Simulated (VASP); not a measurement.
# Eu: nudged elastic band

Eu, defect, 15 atoms in the cell. PBE, nudged elastic band; PAW potentials Eu (PBE set).

Path: a Eu atom hops into a neighbouring Eu vacancy; Moving images: 1.

## Input

INCAR.step1:
```
PREC = Normal
ENCUT = 350
EDIFF = 1E-6
ISMEAR = 1
SIGMA = 0.1
LREAL = F
LASPH = T
NELM = 100
ALGO = Normal
LWAVE = F
LCHARG = F
ISPIN = 2
MAGMOM = 7 7 7 7 7 7 7 7 7 7 7 7 7 7 7
LMAXMIX = 6
IBRION = 2
NSW = 100
ISIF = 2
EDIFFG = -0.02
POTIM = 0.5
KPAR = 8
```

INCAR.step3, as INCAR.step1 but for:
```
- IBRION = 2
- ISIF = 2
- EDIFFG = -0.02
- POTIM = 0.5
+ IBRION = 1
+ POTIM = 0.3
+ EDIFFG = -0.05
+ SPRING = -5
+ IMAGES = 1
```

KPOINTS:
```
k-points
0
Gamma
  3 3 3
```

00/POSCAR:
```
Eu
1.0
    9.2120000000      0.0000000000      0.0000000000
    0.0000000000      9.2120000000      0.0000000000
    0.0000000000      0.0000000000      9.2120000000
Eu
15
Direct
    0.5000000000      0.0000000000      0.0000000000
    0.0000000000      0.5000000000      0.0000000000
    0.0000000000      0.0000000000      0.5000000000
    0.2500000000      0.2500000000      0.2500000000
    0.5000000000      0.5000000000      0.0000000000
    0.5000000000      0.0000000000      0.5000000000
    0.7500000000      0.2500000000      0.2500000000
    0.0000000000      0.5000000000      0.5000000000
    0.2500000000      0.7500000000      0.2500000000
    0.2500000000      0.2500000000      0.7500000000
    0.5000000000      0.5000000000      0.5000000000
    0.7500000000      0.7500000000      0.2500000000
    0.7500000000      0.2500000000      0.7500000000
    0.2500000000      0.7500000000      0.7500000000
    0.7500000000      0.7500000000      0.7500000000
```

01/POSCAR:
```
Eu
1.0
    9.2120000000      0.0000000000      0.0000000000
    0.0000000000      9.2120000000      0.0000000000
    0.0000000000      0.0000000000      9.2120000000
Eu
15
Direct
    0.5083333333      0.0083333333      0.0083333333
    0.0083333333      0.5083333333      0.0083333333
    0.0083333333      0.0083333333      0.5083333333
    0.1333333333      0.1333333333      0.1333333333
    0.5083333333      0.5083333333      0.0083333333
    0.5083333333      0.0083333333      0.5083333333
    0.7583333333      0.2583333333      0.2583333333
    0.0083333333      0.5083333333      0.5083333333
    0.2583333333      0.7583333333      0.2583333333
    0.2583333333      0.2583333333      0.7583333333
    0.5083333333      0.5083333333      0.5083333333
    0.7583333333      0.7583333333      0.2583333333
    0.7583333333      0.2583333333      0.7583333333
    0.2583333333      0.7583333333      0.7583333333
    0.7583333333      0.7583333333      0.7583333333
```

02/POSCAR:
```
Eu
1.0
    9.2120000000      0.0000000000      0.0000000000
    0.0000000000      9.2120000000      0.0000000000
    0.0000000000      0.0000000000      9.2120000000
Eu
15
Direct
    0.5166666667      0.0166666667      0.0166666667
    0.0166666667      0.5166666667      0.0166666667
    0.0166666667      0.0166666667      0.5166666667
    0.0166666667      0.0166666667      0.0166666667
    0.5166666667      0.5166666667      0.0166666667
    0.5166666667      0.0166666667      0.5166666667
    0.7666666667      0.2666666667      0.2666666667
    0.0166666667      0.5166666667      0.5166666667
    0.2666666667      0.7666666667      0.2666666667
    0.2666666667      0.2666666667      0.7666666667
    0.5166666667      0.5166666667      0.5166666667
    0.7666666667      0.7666666667      0.2666666667
    0.7666666667      0.2666666667      0.7666666667
    0.2666666667      0.7666666667      0.7666666667
    0.7666666667      0.7666666667      0.7666666667
```

POSCAR.step1:
```
Eu
1.0
    9.2120000000      0.0000000000      0.0000000000
    0.0000000000      9.2120000000      0.0000000000
    0.0000000000      0.0000000000      9.2120000000
Eu
15
Direct
    0.5000000000      0.0000000000      0.0000000000
    0.0000000000      0.5000000000      0.0000000000
    0.0000000000      0.0000000000      0.5000000000
    0.2500000000      0.2500000000      0.2500000000
    0.5000000000      0.5000000000      0.0000000000
    0.5000000000      0.0000000000      0.5000000000
    0.7500000000      0.2500000000      0.2500000000
    0.0000000000      0.5000000000      0.5000000000
    0.2500000000      0.7500000000      0.2500000000
    0.2500000000      0.2500000000      0.7500000000
    0.5000000000      0.5000000000      0.5000000000
    0.7500000000      0.7500000000      0.2500000000
    0.7500000000      0.2500000000      0.7500000000
    0.2500000000      0.7500000000      0.7500000000
    0.7500000000      0.7500000000      0.7500000000
```

POSCAR.step2:
```
Eu
1.0
    9.2120000000      0.0000000000      0.0000000000
    0.0000000000      9.2120000000      0.0000000000
    0.0000000000      0.0000000000      9.2120000000
Eu
15
Direct
    0.5000000000      0.0000000000      0.0000000000
    0.0000000000      0.5000000000      0.0000000000
    0.0000000000      0.0000000000      0.5000000000
    0.0000000000      0.0000000000      0.0000000000
    0.5000000000      0.5000000000      0.0000000000
    0.5000000000      0.0000000000      0.5000000000
    0.7500000000      0.2500000000      0.2500000000
    0.0000000000      0.5000000000      0.5000000000
    0.2500000000      0.7500000000      0.2500000000
    0.2500000000      0.2500000000      0.7500000000
    0.5000000000      0.5000000000      0.5000000000
    0.7500000000      0.7500000000      0.2500000000
    0.7500000000      0.2500000000      0.7500000000
    0.2500000000      0.7500000000      0.7500000000
    0.7500000000      0.7500000000      0.7500000000
```

Commands (each step's output is kept before the next begins):
```
cat potpaw_PBE.64/Eu/POTCAR > POTCAR
cp INCAR.step1 INCAR
cp POSCAR.step1 POSCAR
mpirun -np 8 vasp_std > vasp.out
cp POSCAR.step2 POSCAR
mpirun -np 8 vasp_std > vasp.out
# 00 and 02 hold the relaxed ends; the images between are interpolated (pair-distance (IDPP))
cp INCAR.step3 INCAR
mpirun -np 8 vasp_std > vasp.out
```

## Result

- Barrier (eV): 0.254
- Barrier of the reverse step (eV): 0.254
- Energy of the second end over the first (eV): 0.001
- Top of the path (share of its length): 0.50
- Length of the path (Å): 3.89
- Steps of the band: 9
- Ionic steps, all stages: 11
- Electronic steps, all stages: 320

Energy along the relaxed band:

| Image | Distance along the path (Å) | Energy above the first end (eV) | Slope along the path (eV/Å) | Largest force across the path (eV/Å) |
|---|---|---|---|---|
| 0 | 0.000 | 0.000 | relaxed end |  |
| 1 | 1.945 | 0.254 | 0.000 | 0.050 |
| 2 | 3.890 | 0.000 | relaxed end |  |

The cell is Eu (16 atoms) with one Eu atom missing.

The two ends have the same energy within 0.01 eV.

Limits: the cell holds 15 atoms, so the vacancy or interstitial meets its own images and the barrier isn't that of a lone defect; the atom stays on the straight, symmetric line between the sites, so the barrier is an upper bound: a way around it wasn't tried; a single image in the middle can't show two humps with a dip between them, and says nothing of the springs.

VASP 6.6.1 took 6733 s on 8 cores (AMD EPYC 9R45 (Zen 5)), a shared host.
